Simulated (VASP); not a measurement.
# BAs (F-43m) in VASP: a series of runs, part 3 of 3

VASP 6.6.1. The steps go on from the part before.

**4. Relaxation of cell and atoms, vdW-DF**

Input file INCAR:

```
PREC = Accurate
ENCUT = 600
EDIFF = 1E-6
ISMEAR = -1
SIGMA = 0.05
LREAL = F
LASPH = T
NELM = 60
ALGO = Normal
ISIF = 3
LWAVE = F
LCHARG = F
GGA = RE
LUSE_VDW = T
AGGAC = 0.0
IBRION = 2
NSW = 60
EDIFFG = -0.01
```

Input file KPOINTS:

```
regular mesh
0
Gamma
  10 10 10
```

Input file POSCAR:

```
BAs
1.0
    0.0000000000      2.3885000000      2.3885000000
    2.3885000000      0.0000000000      2.3885000000
    2.3885000000      2.3885000000      0.0000000000
As B
1 1
Direct
    0.7500000000      0.7500000000      0.7500000000
    0.0000000000      0.0000000000      0.0000000000
```

Potentials or basis: VASP PAW PBE potentials, release 64 (As, B).

The run is started by

```sh
$ cat potpaw_PBE.64/As/POTCAR potpaw_PBE.64/B/POTCAR > POTCAR
$ mpirun -np 1 vasp_std > vasp.out
```

OUTCAR:

```text
PREC = Accurate
   ENCUT = 600
   EDIFF = 1E-6
   ISMEAR = -1
   LREAL = F
   LASPH = T
   NELM = 60
   ISIF = 3
   GGA = RE
   IBRION = 2
   NSW = 60
   EDIFFG = -0.01

 ion  position               nearest neighbor table
   1  0.750  0.750  0.750-   2 2.07   2 2.07   2 2.07   2 2.07
   2  0.000  0.000  0.000-   1 2.07   1 2.07   1 2.07   1 2.07

  LATTYP: Found a face centered cubic cell.
 ALAT       =     4.7770000000

  Lattice vectors:

 A1 = (   0.0000000000,   2.3885000000,   2.3885000000)
 A2 = (   2.3885000000,   0.0000000000,   2.3885000000)
 A3 = (   2.3885000000,   2.3885000000,   0.0000000000)

Analysis of symmetry for initial positions (statically):
=====================================================================
 Subroutine PRICEL returns:
 Original cell was already a primitive cell.

 Routine SETGRP: Setting up the symmetry group for a
 face centered cubic supercell.

 Subroutine GETGRP returns: Found 24 space group operations
 (whereof 24 operations were pure point group operations)
 out of a pool of 48 trial point group operations.

The static configuration has the point symmetry T_d .

Analysis of symmetry for dynamics (positions and initial velocities):
=====================================================================
 Subroutine PRICEL returns:
 Original cell was already a primitive cell.

 Routine SETGRP: Setting up the symmetry group for a
 face centered cubic supercell.

 Subroutine GETGRP returns: Found 24 space group operations
 (whereof 24 operations were pure point group operations)
 out of a pool of 48 trial point group operations.

The dynamic configuration has the point symmetry T_d .

 Subroutine INISYM returns: Found 24 space group operations
 (whereof 24 operations are pure point group operations),
 and found     1 'primitive' translations

----------------------------------------------------------------------------------------
[... 175 lines left out ...]
  in kB       81.8097913     81.8097913     81.8097913      0.0000000      0.0000000      0.0000000
  external PRESSURE =      81.8097913 kB  Pullay stress =       0.0000000 kB
[... 25 lines left out ...]
--------------------------------------- Ionic step        2  -------------------------------------------

 number of electron       8.0000000 magnetization

 E-fermi :   5.8038     XC(G=0):  -9.9592

 val. band max:        5.0975245424   @ k =   0.0000   0.0000   0.0000
 cond. band min:       6.5435853397   @ k =   0.4000   0.4000   0.0000
 fundamental gap:      1.4460607973
 Fermi energy:         5.8037676794

 k-point     1 :       0.0000    0.0000    0.0000
  band No.  band energies     occupation
      1      -9.3820      2.00000
      2       5.0975      2.00000
      3       5.0975      2.00000
      4       5.0975      2.00000
      5       8.3176      0.00000
      6       8.3176      0.00000
      7       8.3176      0.00000
      8       8.5472      0.00000
[... 419 lines left out ...]
 k-point    40 :      -0.2000    0.3000    0.1000
  band No.  band energies     occupation
      1      -7.0602      2.00000
      2      -1.2162      2.00000
      3       0.6707      2.00000
      4       2.8430      2.00000
      5       9.0805      0.00000
      6      10.0680      0.00000
      7      11.1813      0.00000
      8      12.7539      0.00000

 [... further k-points ...]
[... 5 lines left out ...]
  --------------------------------------------------------------------------------------
  -------------------------------------------------------------------------------------
  Total       -0.8004797     -0.8004797     -0.8004797      0.0000000      0.0000000     -0.0000000
  in kB      -42.6226378    -42.6226378    -42.6226378      0.0000000      0.0000000     -0.0000000
  external PRESSURE =     -42.6226378 kB  Pullay stress =       0.0000000 kB
[... 25 lines left out ...]
--------------------------------------- Ionic step        3  -------------------------------------------

 number of electron       7.9999999 magnetization

 Free energy of the ion-electron system (eV)
  ---------------------------------------------------
  ext. energy  EPLUGINS =         0.00000000
  ---------------------------------------------------
  free energy    TOTEN  =        -8.19273151 eV

  energy without entropy =       -8.19273150  energy(sigma->0) =       -8.19273150

 E-fermi :   6.1881     XC(G=0): -10.1218

 val. band max:        5.4972573778   @ k =   0.0000   0.0000   0.0000
 cond. band min:       6.9132976087   @ k =   0.4000   0.4000   0.0000
 fundamental gap:      1.4160402309
 Fermi energy:         6.1881288200

 k-point     1 :       0.0000    0.0000    0.0000
  band No.  band energies     occupation
      1      -9.3069      2.00000
      2       5.4973      2.00000
      3       5.4973      2.00000
      4       5.4973      2.00000
      5       8.7642      0.00000
      6       8.7642      0.00000
      7       8.7642      0.00000
      8       9.4185      0.00000
[... 419 lines left out ...]
 k-point    40 :      -0.2000    0.3000    0.1000
  band No.  band energies     occupation
      1      -6.8795      2.00000
      2      -0.9368      2.00000
      3       0.8831      2.00000
      4       3.1481      2.00000
      5       9.5940      0.00000
      6      10.6042      0.00000
      7      11.6959      0.00000
      8      13.3884      0.00000

 [... further k-points ...]
[... 5 lines left out ...]
  --------------------------------------------------------------------------------------
  -------------------------------------------------------------------------------------
  Total       -0.0004021     -0.0004021     -0.0004021      0.0000000      0.0000000      0.0000000
  in kB       -0.0222532     -0.0222532     -0.0222532      0.0000000      0.0000000      0.0000000
  external PRESSURE =      -0.0222532 kB  Pullay stress =       0.0000000 kB
[... 21 lines left out ...]
  energy  without entropy=       -8.1927314974  energy(sigma->0) =       -8.19273150

Total vdW correction in eV:      1.0517002

 reached required accuracy - stopping structural energy minimisation
```

CONTCAR:

```text
BAs
   1.00000000000000
     0.0000000000000000    2.4370282332400732    2.4370282332400732
     2.4370282332400732    0.0000000000000000    2.4370282332400732
     2.4370282332400732    2.4370282332400732    0.0000000000000000
  As              B
     1     1
Direct
     0.7500000000000000    0.7500000000000000    0.7500000000000000
     0.0000000000000000    0.0000000000000000    0.0000000000000000

  0.00000000E+00  0.00000000E+00  0.00000000E+00
  0.00000000E+00  0.00000000E+00  0.00000000E+00
```

Run time: 76 s. Hardware: 1 thread of Intel Xeon Platinum 8559C (Emerald Rapids), shared host; peak memory 0.33 GiB.

Results:

| Property | Result |
| --- | --- |
| Free energy | -8.1927 eV |
| Relaxed volume | 14.47 Å³/atom |
| Relaxed cell | a = 3.446 Å, b = 3.446 Å, c = 3.446 Å, α = 60.00°, β = 60.00°, γ = 60.00° |
| Space group after relaxing (to 0.05 Å) | F-43m (No. 216) |
| Energy gained by relaxing | 20.5 meV/atom |
| Ionic steps | 3 |
| Pressure after relaxing | 0.0 GPa |
| Band gap on the k mesh | 1.42 eV, indirect (least direct gap 3.27 eV) |

The path:
```tsv
step	energy change (eV)	largest force (eV/Å)	pressure (GPa)	volume (Å³)
1	0.0000	0.0000	8.18	27.25
2	-0.0252	0.0000	-4.26	30.09
3	-0.0410	0.0000	0.00	28.95
```

Final structure:
```yaml
crystal:
  lattice:
    - [0.00000, 2.43703, 2.43703]
    - [2.43703, 0.00000, 2.43703]
    - [2.43703, 2.43703, 0.00000]
  atoms:
    - { symbol: As, position: [0.75000, 0.75000, 0.75000] }
    - { symbol: B, position: [0.00000, 0.00000, 0.00000] }
```

Caveat: the PAW data sets were made with another functional, which shifts forces and pressure a little.

**5. Relaxation of cell and atoms, BEEF-vdW**

Input file INCAR:

```
SYSTEM = BAs
  ALGO = Normal
  EDIFF = 1E-6
  EDIFFG = -0.01
  ENCUT = 600
  GGA = BF
  IBRION = 2
  ISIF = 3
  ISMEAR = -1
  LASPH = .True.
  LCHARG = .False.
  LREAL = .False.
  LUSE_VDW = .True.
  LWAVE = .False.
  NELM = 100
  NSW = 60
  PREC = Accurate
  SIGMA = 0.05
  ZAB_VDW = -1.8867
```

Input file KPOINTS:

```
k-points
0
Gamma
  10 10 10
  0 0 0
```

POSCAR is that of step 4.

The run is started by

```sh
$ cat potpaw_PBE.64/As/POTCAR potpaw_PBE.64/B/POTCAR > POTCAR
$ mpirun -np 1 vasp_std > vasp.out
```

Run time: 78 s. Hardware: 1 thread of Intel Xeon Platinum 8559C (Emerald Rapids), shared host; peak memory 0.32 GiB.

It converged, with:

```yaml
Free_energy: -8.9411 eV
Relaxed_volume: 14.06 Å³/atom
Relaxed_cell: a = 3.413 Å, b = 3.413 Å, c = 3.413 Å, α = 60.00°, β = 60.00°, γ = 60.00°
Space_group_after_relaxing_to_0.05_Å: F-43m (No. 216)
Energy_gained_by_relaxing: 5.6 meV/atom
Ionic_steps: 3
Pressure_after_relaxing: 0.0 GPa
Band_gap_on_the_k_mesh: 1.34 eV, indirect (least direct gap 3.29 eV)
```

Step by step:
| step | energy change (eV) | largest force (eV/Å) | pressure (GPa) | volume (Å³) |
| --- | --- | --- | --- | --- |
| 1 | 0.0000 | 0.0000 | 4.27 | 27.25 |
| 2 | -0.0062 | 0.0000 | -2.60 | 28.71 |
| 3 | -0.0111 | 0.0000 | 0.01 | 28.11 |

Final structure:
```xyz
2
Lattice="0.0000 2.4133 2.4133 2.4133 0.0000 2.4133 2.4133 2.4133 0.0000" Properties=species:S:1:pos:R:3 pbc="T T T"
As    3.6200    3.6200    3.6200
B     0.0000    0.0000    0.0000
```

Levels at points of the mesh, in eV from the valence-band top:
```
           k point  band 2  band 3  band 4  band 5  band 6  band 7
(0.00, 0.00, 0.00)    0.00    0.00    0.00    3.29    3.29    3.29
(0.50, 0.00, 0.00)   -8.51   -1.76   -1.76    2.53    4.82    4.82
(0.50, 0.50, 0.00)   -8.37   -3.91   -3.91    1.59    1.63   11.13
```

Caveat: the PAW data sets were made with another functional, which shifts forces and pressure a little. A k mesh can miss the band edges.

**6. For comparison**

An earlier run on the cell as given: functional PBE; potentials or basis VASP PAW PBE potentials, release 64 (As, B); cutoff 520 eV; k mesh 10 × 10 × 10; occupations fermi-dirac, width 0.05 eV; no spin polarisation.

- Pressure: 3.4 GPa
- Band gap on the k mesh: 1.18 eV, indirect (least direct gap 3.28 eV)

**7. Summary**

```csv
task,level,cell,cutoff (eV),smearing,gap on the mesh (eV),pressure (GPa),relaxed volume (Å³/atom)
single point,PBE,as given,520,gaussian 0.013 eV,1.18,3.4,-
relaxation of cell and atoms,rev-vdW-DF2,relaxed,600,fermi-dirac 0.05 eV,1.19,0.0,13.87
relaxation of cell and atoms,vdW-DF,relaxed,600,fermi-dirac 0.05 eV,1.42,0.0,14.47
relaxation of cell and atoms,BEEF-vdW,relaxed,600,fermi-dirac 0.05 eV,1.34,0.0,14.06
single point,PBE,as given,520,fermi-dirac 0.05 eV,1.18,3.4,-
```

Alike in all rows: potentials or basis VASP PAW PBE potentials, release 64 (As, B); no spin polarisation; k mesh 10 × 10 × 10.

Caveats: the PAW data sets were made with another functional, which shifts forces and pressure a little (some runs).

Absolute energies hang on the potentials; compare differences alone.
